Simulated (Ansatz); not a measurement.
The system is Sb.

```xyz
1
Lattice="-1.8713 1.8713 1.8713 1.8713 -1.8713 1.8713 1.8713 1.8713 -1.8713" Properties=species:S:1:pos:R:3 pbc="T T T"
Sb    0.0000    0.0000    0.0000
```

This isn't the form of Sb at room conditions, which is rhombohedral.

- Program: Ansatz 0.2.0
- Task: single point
- Functional: PBEsol
- Potentials or basis: all-electron LAPW, scalar-relativistic
- Cutoff: 172 eV (chosen from the basis error)
- Basis error allowed: 0.001 eV/atom
- k mesh: 10 × 10 × 10
- Occupations: fermi-dirac, width 0.05 eV
- Spin: no spin polarisation

On this cell: pressure 0.0 GPa; band gap on the k mesh none (metal or under the smearing width).

The same run follows on a disturbed copy (cell strained at random at fixed volume):

```
CELL_PARAMETERS angstrom
-1.91168 1.89860 1.91097
1.86645 -1.92422 1.89137
1.82583 1.83838 -1.93660
ATOMIC_POSITIONS crystal
Sb 0.00668 0.00212 0.01774
```

Problem. What does the disturbed cell give?

Solution. The energy (extrapolated to zero smearing) moves by +2.3 meV/atom; pressure -0.2 GPa; band gap on the k mesh none (metal or under the smearing width).

Stress tensor (GPa, compression positive):
```
-0.42  0.99  0.66
 0.99 -0.14  0.86
 0.66  0.86  0.06
```
